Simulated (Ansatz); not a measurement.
# Ge (I4_1/amd) in Ansatz: notebook

One crystal, Ge, is run at these levels: LDA, PBE; tasks: relaxation of the atoms, single point.

All numbers are computed with Ansatz 0.2.0; they aren't measurements. Logs are shortened: lines on timing, memory, paths and dates and some standing lists are left out, and cuts for length are marked.

**1. The crystal as given**

The structure is tetragonal, space group I4_1/amd (No. 141). Conventional cell: a = 5.149 Å, b = 5.149 Å, c = 2.795 Å, α = 90.00°, β = 90.00°, γ = 90.00°. Ge (site symmetry -4m2) has 6 Ge at 2.67 to 2.79 Å as nearest neighbours.

This isn't the form of Ge at room conditions, which is diamond.

**2. Relaxation of the atoms, LDA, spin-orbit coupling, no magnetisation (atoms moved at random, drawn with an rms of 0.02 Å)**

input.yaml

```yaml
crystal:
  lattice:
    - [-2.574489719, 2.574489719, 1.3974126432]
    - [2.574489719, -2.574489719, 1.3974126432]
    - [2.574489719, 2.574489719, -1.3974126432]
  atoms:
    - { symbol: Ge, position: [0.500677, 0.503704, 0.002562] }
    - { symbol: Ge, position: [0.248355, 0.74957, 0.502837] }
kpoints:
  mp_grid: { grid: [8, 8, 8] }
scf:
  occupations: { method: fermi_dirac, width: 0.02 }
hamiltonian:
  xc: lda
  pseudopotentials: { kind: all_electron, lapw: { basis_error: 0.001 } }
magnetization:
  noncollinear: true
  spin_orbit: true
output:
  forces: true
  stress: true
relax:
  f_tol: 0.01
  max_steps: 60
```

Potentials or basis: all-electron LAPW, relativistic spinors.

Launch:

```bash
$ ansatz run input.yaml --threads 1 --pin off --max-ram 3072MiB --backend cpu --events-out ev --progress --plain --runs-dir out
```

Output:

```text
Warning: RAYON_NUM_THREADS=1 ignored (pool sized by the plan → 1); use --threads N
The last accepted step is kept in <dir> (removed where the run ends without a failure and the disk answers)
LAPW: plane waves up to 8.541 Å⁻¹, error target 1.0e-3 eV per atom; Dirac's equation on spinors; Ge in spheres of 1.290 Å, 22 of its electrons in bands (how accurate: hamiltonian.pseudopotentials.lapw.basis_error, Limitations)
Engine: ansatz 0.2.0, x86_64-unknown-linux-gnu
Pseudopotentials: kind: all_electron
Pseudopotential: Ge, LAPW, valence charge 22, lapw/all_electron/dirac/gaussian/Ge, Dirac's equation, gaussian nucleus
Functional definition: SPW92
  exchange = slater_x
  correlation = pw_c
non-collinear run that drives no moment, with spin-orbit: no starting moment large enough to seed its density (crystal.atoms[].spin), no starting occupations that ask for one, no magnetisation constraint and no magnetic field, so the semilocal B_xc is pinned to zero
Crystal: 2 atoms, lattice volume = 37.048 Å³
Basis set: ecut = 277.9146591018572 eV, 399 PW (Γ), FFT grids on a1+a2, a2, a3, exchange–correlation at level 2
Bands: 54, of which v1, the nominal top of the filled ones, is band 44 counted from 1 (43 counted from 0)
Symmetry: 2 space group operations + 2 with time reversal
Magnetic group: BNS 2.5 (UNI 5), of the structure as read, at distance tolerance 3.3e-5 Å
k-points: 260 of 512
Non-local potential: Ge, projectors of the file, none
Initial density: superposition of atomic densities (chi_scale 0.1, normalization cell)
Initial wavefunctions: plane waves of lowest kinetic energy (no species holds an atomic orbital)
Functional: x = slater, c = lda
iter 1 solved again at ethr=9.61e-5 eV; its pass at ethr=1.00e-1 eV (dr2=4.23e-2 eV) is discarded
SCF iter   1: F=—  HF=-114079.387935 eV  |F-HF|=—  |Δ(HF+E_count)|=         —  Δρ=1.40e-2  dr2=4.26e-2  dr2_m=0.00e0 (ungated)  ethr=9.61e-5  |M|=0.00e0 ∫|m|=0.00e0 μB  β_m=0.30  ⟨swp⟩=3.0  Hψ=92916  notcnv=0
preconditioner: auto → none  [insulator: Δε(μ)=0.118 eV  Ē_g=24.235 eV  σ=0.020 eV  W_gap=0.78  n_scr=16 (ndim 8)  ℏωp=32.3 eV  f_vac=0.000  D(μ)=0.71/eV (n_scr^D=4)  ε∞_Penn≈2.8]
SCF iter   2: F=—  HF=-114079.364134 eV  |F-HF|=—  |Δ(HF+E_count)|=   2.38e-2  Δρ=9.67e-3  dr2=2.11e-2  dr2_m=0.00e0 (ungated)  ethr=9.61e-5  |M|=0.00e0 ∫|m|=0.00e0 μB  β_m=0.48  ⟨swp⟩=2.0  Hψ=41684  notcnv=0
iter 3 solved again at ethr=4.42e-6 eV; its pass at ethr=4.80e-5 eV (dr2=1.95e-3 eV) is discarded
SCF iter   3: F=—  HF=-114079.356396 eV  |F-HF|=—  |Δ(HF+E_count)|=   7.74e-3  Δρ=2.85e-3  dr2=1.94e-3  dr2_m=0.00e0 (ungated)  ethr=4.42e-6  |M|=0.00e0 ∫|m|=0.00e0 μB  β_m=0.51  ⟨swp⟩=2.0  Hψ=69069  notcnv=0
SCF iter   4: F=—  HF=-114079.355821 eV  |F-HF|=—  |Δ(HF+E_count)|=   5.75e-4  Δρ=2.47e-4  dr2=2.42e-5  dr2_m=0.00e0 (ungated)  ethr=4.42e-6  |M|=0.00e0 ∫|m|=0.00e0 μB  β_m=0.66  ⟨swp⟩=2.0  Hψ=39254  notcnv=0  defer=1
SCF iter   5: F=-114079.355808 eV  HF=-114079.355808 eV  |F-HF|=1.50e-8  |Δ(HF+E_count)|=   1.27e-5  Δρ=1.46e-5  dr2=6.15e-8  dr2_m=0.00e0 (ungated)  ethr=5.51e-8  |M|=0.00e0 ∫|m|=0.00e0 μB  ⟨swp⟩=2.0  Hψ=39226  notcnv=0
SCF 1 converged in 5 iterations: F = -114079.355808 eV  dr2 = 6.15e-8
relax step   1: F+E_penalty+E_count = -114079.35580841 eV  Δ(F+E_penalty+E_count) = +0.000e0 eV  max|allowed force component| = 2.091e-2 eV/Å  Δτ_max = 0.0000 Å  (5 SCF iters, dr2 threshold 2.50e-6 eV, accepted)
Initial density: handed on by an earlier stage of this run
Initial wavefunctions: those handed on with the density
iter 1 solved again at ethr=2.52e-8 eV; its pass at ethr=1.00e-1 eV (dr2=1.11e-5 eV) is discarded
SCF iter   1: F=—  HF=-114079.355915 eV  |F-HF|=—  |Δ(HF+E_count)|=         —  Δρ=2.11e-4  dr2=2.71e-5  dr2_m=0.00e0 (ungated)  ethr=2.52e-8  |M|=0.00e0 ∫|m|=0.00e0 μB  β_m=0.30  ⟨swp⟩=4.0  Hψ=75997  notcnv=0
preconditioner: auto → none  [insulator: Δε(μ)=0.116 eV  Ē_g=24.558 eV  σ=0.020 eV  W_gap=0.70  n_scr=16 (ndim 8)  ℏωp=32.3 eV  f_vac=0.000  D(μ)=0.69/eV (n_scr^D=4)  ε∞_Penn≈2.7]
SCF iter   2: F=—  HF=-114079.355907 eV  |F-HF|=—  |Δ(HF+E_count)|=   8.06e-6  Δρ=1.14e-4  dr2=5.40e-6  dr2_m=0.00e0 (ungated)  ethr=2.52e-8  |M|=0.00e0 ∫|m|=0.00e0 μB  β_m=0.41  ⟨swp⟩=2.1  Hψ=39280  notcnv=0
iter 3 solved again at ethr=6.41e-10 eV; its pass at ethr=1.23e-8 eV (dr2=2.82e-7 eV) is discarded
SCF iter   3: F=—  HF=-114079.355905 eV  |F-HF|=—  |Δ(HF+E_count)|=   1.60e-6  Δρ=3.55e-5  dr2=2.82e-7  dr2_m=0.00e0 (ungated)  ethr=6.41e-10  |M|=0.00e0 ∫|m|=0.00e0 μB  β_m=0.58  ⟨swp⟩=2.0  Hψ=67619  notcnv=0
SCF iter   4: F=-114079.355905 eV  HF=-114079.355905 eV  |F-HF|=1.60e-10  |Δ(HF+E_count)|=   4.52e-8  Δρ=2.81e-6  dr2=1.81e-9  dr2_m=0.00e0 (ungated)  ethr=6.41e-10  |M|=0.00e0 ∫|m|=0.00e0 μB  ⟨swp⟩=2.0  Hψ=39226  notcnv=0
SCF 2 converged in 4 iterations: F = -114079.355905 eV  dr2 = 1.81e-9
relax step   2: F+E_penalty+E_count = -114079.35590518 eV  Δ(F+E_penalty+E_count) = -9.677e-5 eV  max|allowed force component| = 6.206e-3 eV/Å  Δτ_max = 0.0030 Å  (4 SCF iters, accepted)
SCF converged after 4 iterations
Magnetization: |M| = 0.0000 μB,  M = (+0.0000, +0.0000, +0.0000) μB
Absolute magnetization: 0.0000 μB (∫|m|)
  site 0: m = (+0.0000, +0.0000, +0.0000) μB, |m| = 0.0000 μB  (R = 1.29 Å)
  site 1: m = (+0.0000, +0.0000, +0.0000) μB, |m| = 0.0000 μB  (R = 1.29 Å)
Free energy (F): -114079.355905 eV
Harris-Foulkes:  -114079.355905 eV  (|F-HF|=1.60e-10)
Internal energy: -114079.354877 eV  (E = F + TS)
E sigma→0 (E₀):  -114079.355391 eV
Entropy (-TS):   -0.001028 eV (-0.514 meV/atom)
Fermi energy:    12.491998 eV
--- Per-component energies (eV) ---
  E_band       = -1959.343356
  E_kinetic    = 116447.727110
  E_xc         = -4179.593492
  E_electrostatic = -226347.488495  (all electrons and nuclei)
  E_smearing   = -0.001028  (= −TS)
  E_closure    = 0.000000  (closes the sum)
  E_atoms      = -114069.363193  (free atoms, spherical and without spin; not in F)
  Σ components = -114079.355905   (vs F -114079.355905, Δ=0.00e0)
  Basis errors (estimates in eV, not in F): energy 3.3e-4 per atom: plane waves 3.2e-4 (1.8e-4 summed), levels above the bands 7.0e-127, relativity 2.6e-9, radial functions 9.6e-6, core shells 2.0e-11; eigenvalues (radial functions only) 2.4e-6; not estimated: angular momenta, meshes, grids; target (lapw.basis_error) 1.0e-3; muffin-tin radii Ge 1.290 Å
--- Forces (eV/Å), atoms counted from 1 ---
  atom   1  Ge    -0.00448397     0.00620645    -0.00394366
  atom   2  Ge     0.00448397    -0.00620645     0.00394366
  max |Σ_I F_I| component: 8.67e-19 eV/Å
--- Stress (GPa, compression-positive) ---
       -4.316929       0.000111      -0.005723
        0.000111      -4.155760      -0.007814
       -0.005723      -0.007814       0.628625
  P = ⅓ Tr σ = -2.6147 GPa (-26.147 kbar)
--- Relaxed structure (2 steps of the walk, 2 accepted, 0 SCFs on fresh bases) ---
  F+E_penalty+E_count = -114079.35590518 eV   max|allowed force component| = 6.206e-3 eV/Å
  atoms:
    - { symbol: Ge, position: [0.5003809385165908, 0.5027748221504835, 0.0026585262595482566] }
    - { symbol: Ge, position: [0.24865106148340915, 0.7504991778495165, 0.5027404737404517] }
```

Wall time 11 min (1 thread of Intel Xeon at 2.70GHz, shared host); peak memory 1.4 GiB.

What came out:

```
Free energy                  : -114079.3559 eV
Energy gained by relaxing    : 0.0 meV/atom
Ionic steps                  : 2
Pressure after relaxing      : -2.6 GPa
Largest force after relaxing : 0.009 eV/Å
```

Forces on the atoms (eV/Å):
```
Ge  -0.004  0.006 -0.004
Ge   0.004 -0.006  0.004
```

Final structure:
```
Ge
1.0
    -2.57449    2.57449    1.39741
     2.57449   -2.57449    1.39741
     2.57449    2.57449   -1.39741
Ge
2
Direct
  0.50038 0.50277 0.00266
  0.24865 0.75050 0.50274
```

Caveat: the k mesh is thin for a metal, which can move the energy by tens of meV per atom.

**3. Single point, PBE**

input.yaml

```yaml
crystal:
  lattice:
    - [-2.574489719, 2.574489719, 1.3974126432]
    - [2.574489719, -2.574489719, 1.3974126432]
    - [2.574489719, 2.574489719, -1.3974126432]
  atoms:
    - { symbol: Ge, position: [0.5, 0.5, 0.0] }
    - { symbol: Ge, position: [0.25, 0.75, 0.5] }
kpoints:
  mp_grid: { grid: [11, 11, 11] }
scf:
  occupations: { method: gaussian, width: 0.018 }
hamiltonian:
  xc: pbe
  pseudopotentials: { kind: all_electron, lapw: { basis_error: 0.001 } }
output:
  forces: true
  stress: true
  eigenvalues: true
```

Potentials or basis: all-electron LAPW, scalar-relativistic.

Launch:

```bash
$ ansatz run input.yaml --threads 1 --pin off --max-ram 3072MiB --backend cpu --events-out ev --progress --plain --runs-dir out
```

Run time: 23 s. Hardware: 1 thread of Arm Neoverse V1, shared host; peak memory 0.43 GiB.

It converged, with:

```
Free energy            : -114232.1416 eV
Pressure               : 3.3 GPa
Band gap on the k mesh : none (metal or under the smearing width)
```

Stress tensor (GPa, compression positive):
```
3.09 0.00 0.00
0.00 3.09 0.00
0.00 0.00 3.59
```

Levels at points of the mesh, in eV from the Fermi level:
```tsv
k point	band 19	band 20	band 21	band 22	band 23	band 24	band 25	band 26
(0.00, 0.00, 0.00)	-13.35	-4.11	-2.39	-2.39	3.23	7.56	7.56	8.10
```

**4. Single point, PBE**

Edit input.yaml of step 3 so:

```diff
@@ -11,3 +11,3 @@
 scf:
-  occupations: { method: gaussian, width: 0.018 }
+  occupations: { method: gaussian, width: 0.02 }
 hamiltonian:
```

Launch:

```bash
$ ansatz run input.yaml --threads 1 --pin off --max-ram 3072MiB --backend cpu --events-out ev --progress --plain --runs-dir out
```

It took 23 s on 1 thread of Arm Neoverse V1, shared host; peak memory 0.43 GiB.

Results (log left out):

| Quantity | Value |
| --- | --- |
| Free energy | -114232.1417 eV |
| Pressure | 3.3 GPa |
| Band gap on the k mesh | none (metal or under the smearing width) |

Stress tensor (GPa, compression positive):
```
3.10 0.00 0.00
0.00 3.10 0.00
0.00 0.00 3.57
```

Levels at points of the mesh, in eV from the Fermi level:
| k point | band 18 | band 19 | band 20 | band 21 | band 22 | band 23 | band 24 | band 25 | band 26 | band 27 |
| --- | --- | --- | --- | --- | --- | --- | --- | --- | --- | --- |
| (0.00, 0.00, 0.00) | -24.49 | -13.35 | -4.11 | -2.39 | -2.39 | 3.23 | 7.56 | 7.56 | 8.10 | 8.32 |

**5. Single point, PBE**

Edit input.yaml of step 4 so:

```diff
@@ -11,3 +11,3 @@
 scf:
-  occupations: { method: gaussian, width: 0.02 }
+  occupations: { method: gaussian, width: 0.013 }
 hamiltonian:
```

Potentials or basis: all-electron LAPW, scalar-relativistic.

Launch:

```bash
$ ansatz run input.yaml --threads 1 --pin off --max-ram 3072MiB --backend cpu --events-out ev --progress --plain --runs-dir out
```

Output:

```text
Warning: RAYON_NUM_THREADS=1 ignored (pool sized by the plan → 1); use --threads N
LAPW: plane waves up to 8.172 Å⁻¹, error target 1.0e-3 eV per atom; small_component_spin mean_spin; Ge in spheres of 1.334 Å, 22 of its electrons in bands, Dirac shells [] (how accurate: hamiltonian.pseudopotentials.lapw.basis_error, Limitations)
Engine: ansatz 0.2.0, aarch64-unknown-linux-gnu
Pseudopotentials: kind: all_electron
Pseudopotential: Ge, LAPW, valence charge 22, lapw/all_electron/scalar/gaussian/Ge, Koelling and Harmon's equation, gaussian nucleus
Functional definition: PBE
  parameter kappa = 0.804
  parameter beta = 0.06672455060314922
  exchange = pbe_x(kappa = kappa, mu = beta*pi^2/3)
  correlation = pbe_c(beta = beta)
Crystal: 2 atoms, lattice volume = 37.048 Å³
Basis set: ecut = 254.4162892721486 eV, 343 PW (Γ), FFT grids on a1+a2, a2, a3, exchange–correlation at level 2
Bands: 27, of which v1, the nominal top of the filled ones, is band 22 counted from 1 (21 counted from 0)
Symmetry: 16 space group operations
Space group: I41/amd (ITA 141), of the structure as read, at distance tolerance 3.3e-5 Å
k-points: 126 of 1331
Non-local potential: Ge, projectors of the file, none
Initial density: superposition of atomic densities (chi_scale 0.1, normalization cell)
Initial wavefunctions: plane waves of lowest kinetic energy (no species holds an atomic orbital)
Functional: x = pbe(κ = 0.804, μ = 0.2195149727645171), c = pbe(β = 0.06672455060314922)
iter 1 solved again at ethr=9.02e-5 eV; its pass at ethr=1.00e-1 eV (dr2=3.97e-2 eV) is discarded
SCF iter   1: F=—  HF=-114232.154602 eV  |F-HF|=—  |Δ(HF+E_count)|=         —  Δρ=1.35e-2  dr2=3.97e-2  ethr=9.02e-5  ⟨swp⟩=3.0  Hψ=22615  notcnv=0
preconditioner: auto → Kerker (q_TF=auto, 2.808 Å⁻¹)  [metal: Δε(μ)=0.007 eV  Ē_g=24.233 eV  σ=0.013 eV  W_gap=0.30  n_scr=16 (ndim 8)  ℏωp=32.3 eV  f_vac=0.000  D(μ)=3.55/eV (n_scr^D=44)]
SCF iter   2: F=—  HF=-114232.139082 eV  |F-HF|=—  |Δ(HF+E_count)|=   1.55e-2  Δρ=9.11e-3  dr2=2.12e-2  ethr=9.02e-5  ⟨swp⟩=2.0  Hψ=10467  notcnv=0
SCF iter   3: F=—  HF=-114232.140187 eV  |F-HF|=—  |Δ(HF+E_count)|=   1.10e-3  Δρ=5.46e-3  dr2=8.42e-3  ethr=4.81e-5  ⟨swp⟩=2.0  Hψ=10300  notcnv=0
SCF iter   4: F=—  HF=-114232.141421 eV  |F-HF|=—  |Δ(HF+E_count)|=   1.23e-3  Δρ=1.96e-3  dr2=1.45e-3  ethr=1.91e-5  ⟨swp⟩=2.0  Hψ=10435  notcnv=0
iter 5 solved again at ethr=1.36e-7 eV; its pass at ethr=3.29e-6 eV (dr2=6.00e-5 eV) is discarded
SCF iter   5: F=—  HF=-114232.141511 eV  |F-HF|=—  |Δ(HF+E_count)|=   8.98e-5  Δρ=3.63e-4  dr2=6.02e-5  ethr=1.36e-7  ⟨swp⟩=2.0  Hψ=17030  notcnv=0
SCF iter   6: F=—  HF=-114232.141523 eV  |F-HF|=—  |Δ(HF+E_count)|=   1.27e-5  Δρ=1.20e-4  dr2=5.99e-6  ethr=1.36e-7  ⟨swp⟩=2.1  Hψ=9842  notcnv=0
SCF iter   7: F=-114232.141525 eV  HF=-114232.141525 eV  |F-HF|=1.94e-8  |Δ(HF+E_count)|=   2.03e-6  Δρ=1.79e-5  dr2=7.94e-8  ethr=1.36e-8  ⟨swp⟩=3.0  Hψ=10163  notcnv=0
SCF 1 converged in 7 iterations: F = -114232.141525 eV  dr2 = 7.94e-8
SCF converged after 7 iterations
Free energy (F): -114232.141525 eV
Harris-Foulkes:  -114232.141525 eV  (|F-HF|=1.94e-8)
Internal energy: -114232.141319 eV  (E = F + TS)
E sigma→0 (E₀):  -114232.141422 eV
Entropy (-TS):   -0.000206 eV (-0.103 meV/atom)
Fermi energy:    12.958387 eV
--- Per-component energies (eV) ---
  E_band       = -1952.314924
  E_kinetic    = 116629.183087
  E_xc         = -4340.539084
  E_electrostatic = -226520.785322  (all electrons and nuclei)
  E_smearing   = -0.000206  (= −TS)
  E_closure    = 0.000000  (closes the sum)
  E_atoms      = -114223.599835  (free atoms, spherical and without spin; not in F)
  Σ components = -114232.141525   (vs F -114232.141525, Δ=0.00e0)
  Basis errors (estimates in eV, not in F): energy 3.3e-4 per atom: plane waves 3.1e-4 (1.7e-4 summed), levels above the bands 0.0e0, relativity 1.8e-8, radial functions 2.1e-5, core shells 2.6e-11; eigenvalues (radial functions only) 4.6e-6; not estimated: angular momenta, meshes, grids; target (lapw.basis_error) 1.0e-3; muffin-tin radii Ge 1.334 Å
--- Forces (eV/Å), atoms counted from 1 ---
  atom   1  Ge     0.00000000     0.00000000     0.00000000
  atom   2  Ge    -0.00000000     0.00000000     0.00000000
  max |Σ_I F_I| component: 8.67e-19 eV/Å
--- Stress (GPa, compression-positive) ---
        3.081728       0.000000       0.000000
        0.000000       3.081728       0.000000
        0.000000       0.000000       3.640950
  P = ⅓ Tr σ = 3.2681 GPa (32.681 kbar)
--- Band table (eV; the first three rows and the last of 126) ---
  k-point 0: bands = ["-150.8031", "-150.8025", "-97.9444", "-97.9442", "-97.9283", "-97.9283", "-97.9245", "-97.9245", "-11.8483", "-11.8033", "-11.7742", "-11.7711", "-11.6668", "-11.6668", "-11.6605", "-11.6605", "-11.5997", "-11.5320", "-0.3970", "8.8470", "10.5685", "10.5685", "16.1855", "20.5140", "20.5140", "21.0602", "21.2791"]
  k-point 1: bands = ["-150.8031", "-150.8026", "-97.9444", "-97.9442", "-97.9283", "-97.9283", "-97.9246", "-97.9246", "-11.8439", "-11.8041", "-11.7738", "-11.7702", "-11.6687", "-11.6645", "-11.6593", "-11.6589", "-11.6024", "-11.5367", "-0.3057", "8.0320", "10.6687", "11.1715", "16.6578", "19.5128", "20.0176", "21.1883", "21.3550"]
  k-point 2: bands = ["-150.8030", "-150.8026", "-97.9443", "-97.9442", "-97.9280", "-97.9280", "-97.9248", "-97.9248", "-11.8310", "-11.8061", "-11.7806", "-11.7587", "-11.6749", "-11.6588", "-11.6565", "-11.6541", "-11.6101", "-11.5496", "-0.0319", "6.6691", "10.9680", "11.9934", "17.9778", "18.0587", "18.9143", "20.9689", "21.2367"]
  k-point 125: bands = ["-150.8028", "-150.8028", "-97.9443", "-97.9443", "-97.9286", "-97.9286", "-97.9243", "-97.9242", "-11.8095", "-11.8090", "-11.6941", "-11.6828", "-11.6737", "-11.6700", "-11.6639", "-11.6568", "-11.6566", "-11.6544", "3.7435", "4.0768", "7.0439", "7.3801", "19.1037", "19.1131", "23.4263", "23.8102", "28.0626"]
```

Run time: 23 s. Hardware: 1 thread of Arm Neoverse V1, shared host; peak memory 0.43 GiB.

What came out:

```
Free energy            : -114232.1415 eV
Pressure               : 3.3 GPa
Band gap on the k mesh : none (metal or under the smearing width)
```

Levels at points of the mesh, in eV from the Fermi level:
```
           k point  band 19  band 20  band 21  band 22  band 23  band 24  band 25  band 26
(0.00, 0.00, 0.00)   -13.36    -4.11    -2.39    -2.39     3.23     7.56     7.56     8.10
```

**6. Overview**

```tsv
task	level	potentials or basis	spin	cell	k mesh	cutoff (eV)	smearing	gap on the mesh (eV)	pressure (GPa)
relaxation of the atoms	LDA	all-electron LAPW, relativistic spinors	SOC, no magnetisation	atoms relaxed from: atoms moved at random, drawn with an rms of 0.02 Å	8 × 8 × 8	-	fermi-dirac 0.02 eV	-	-2.6
single point	PBE	all-electron LAPW, scalar-relativistic	off	as given	11 × 11 × 11	254	gaussian 0.018 eV	none	3.3
single point	PBE	all-electron LAPW, scalar-relativistic	off	as given	11 × 11 × 11	254	gaussian 0.02 eV	none	3.3
single point	PBE	all-electron LAPW, scalar-relativistic	off	as given	11 × 11 × 11	254	gaussian 0.013 eV	none	3.3
```

Alike in all rows: basis error allowed 0.001 eV/atom.

Caveats: the k mesh is thin for a metal, which can move the energy by tens of meV per atom (some runs).

Compare energies only between runs with the same functional and basis.
